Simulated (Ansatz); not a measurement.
A (111) slab of NbN (Fm-3m (No. 225)), 10 planes, outer planes N (top) and Nb (bottom), with 10 atoms (Nb5N5) in a surface cell of A = 8.465 Å², as cut from the bulk:

```
CELL_PARAMETERS angstrom
3.12650 0.00000 0.00000
-1.56325 2.70763 0.00000
0.00000 0.00000 26.48751
ATOMIC_POSITIONS crystal
Nb 0.33333 0.66667 0.28315
N 0.66667 0.33333 0.33134
Nb 0.00000 0.00000 0.37953
N 0.33333 0.66667 0.42772
Nb 0.66667 0.33333 0.47591
N 0.00000 0.00000 0.52409
Nb 0.33333 0.66667 0.57228
N 0.66667 0.33333 0.62047
Nb 0.00000 0.00000 0.66866
N 0.33333 0.66667 0.71685
```

Theory: DFT PBE, scalar-relativistic, plane waves, PAW (Ansatz 0.2.0). Plane waves to 420 eV, a k mesh through Γ of 12×12×1 on the computed 10-atom cell and Gaussian smearing (0.10 eV); no spin polarisation. A dipole correction removes the field between periodic images along c.

Against the same 10 atoms in the bulk, the slab as cut lies 3.357 eV higher and the relaxed slab 2.303 eV higher.

(1) Work out the surface energy before and after relaxation.

(2) What is the ideal work of this cut, per area?

Results:

(1) The slab has two faces, so γ = (E_slab − N·E_bulk)/(2A), the mean of both. As cut: 3.357/(2 × 8.465) = 0.1983 eV/Å², and 1 eV/Å² = 16.02 J/m², so γ = 3.18 J/m². Relaxed: 2.303/(2 × 8.465) = 0.1360 eV/Å² = 2.18 J/m². Relaxation recovers 31 % of the cost of cutting.

(2) Griffith's ideal work is 2γ: 6.35 J/m² if the new faces stay rigid, 4.36 J/m² if they relax. One thickness was run, 10 planes, so γ can still shift with it.

Relaxation removes nearly a third of the cutting cost, so the bulk-like termination is a poor description of these faces. The cut severs three of the six Nb–N bonds of each outer atom, leaving strongly directional N 2p–Nb 4d bonding unsatisfied. The energy gain probably comes largely from the outer atoms strengthening their remaining back-bonds, with contraction of the outermost interlayer spacing the likely route.

In an ionic picture, the alternating Nb and N planes make this a polar surface, whose energy would grow with thickness if the charge were left uncompensated. NbN is metallic, and its Nb 4d carriers can supply the compensating surface charge and screen the interior, so a finite surface energy is physically reasonable even without a change in stoichiometry.

Because one cut creates both terminations, their summed energy is a proper cleavage work and doesn't depend on the nitrogen chemical potential. Which face is the more stable does depend on it, so the average can't rank the N and Nb terminations or predict which would be exposed during growth.
